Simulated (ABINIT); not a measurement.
Runs of ABINIT 10.8.3 (patched build) on TiC. Symmetry: Fm-3m, No. 225, cubic system. Conventional cell: a = 4.331 Å, b = 4.331 Å, c = 4.331 Å, α = 90.00°, β = 90.00°, γ = 90.00°. Around Ti (site symmetry m-3m) lie 6 C at 2.17 Å. C (site symmetry m-3m) has 6 Ti at 2.17 Å as nearest neighbours. The cell is a database's computed one.

```csv
task,level,potentials or basis,k mesh,cutoff (eV),fine-grid cutoff,dispersion computed by,mesh quality,gap on the mesh (eV),pressure (GPa),V0 of scaled cells (Å³/atom),B0 (GPa)
equation of state,WC,JTH PAW PBE v2.0,11 × 11 × 11,517,1034.03 eV,-,not flagged,-,-,9.95,(b)
equation of state,RPBE+D3,JTH PAW PBE v2.0,11 × 11 × 11,517,1034.03 eV,simple-dftd3 1.7.0,not flagged,-,-,(a),250
band structure,HCTH407,JTH PAW PBE v2.0,11 × 11 × 11,517,1034.03 eV,-,not flagged,none,(c),-,-
single point,LDA,JTH PAW LDA v2.0,4 × 4 × 4,544,1088.46 eV,-,coarse,none,-12.8,-,-
equation of state,SOGGA,JTH PAW PBE v2.0,11 × 11 × 11,517,1034.03 eV,-,not flagged,-,-,9.86,274
band structure,rPW86PBE,JTH PAW PBE v2.0,11 × 11 × 11,517,1034.03 eV,-,not flagged,none,7.8,-,-
band structure,PBEsol,PseudoDojo NC SR PBEsol v0.4.1 standard,11 × 11 × 11,1143,-,-,not flagged,none,-6.5,-,-
```

Alike in all rows: no spin polarisation; cell as given; smearing fermi-dirac 0.05 eV.

Question: Fill in the values left out.

Answer: (a) 10.04; (b) 267; (c) -3.2.

Caveats: some runs use coarse meshes; the PAW data sets were made with another functional, which shifts forces and pressure a little (some runs); pressures at fixed basis lie under the slope of the energies (some runs).

A gap of «none» marks a metal or a gap under the smearing width.

Runs at the PBE level aren't shown here.
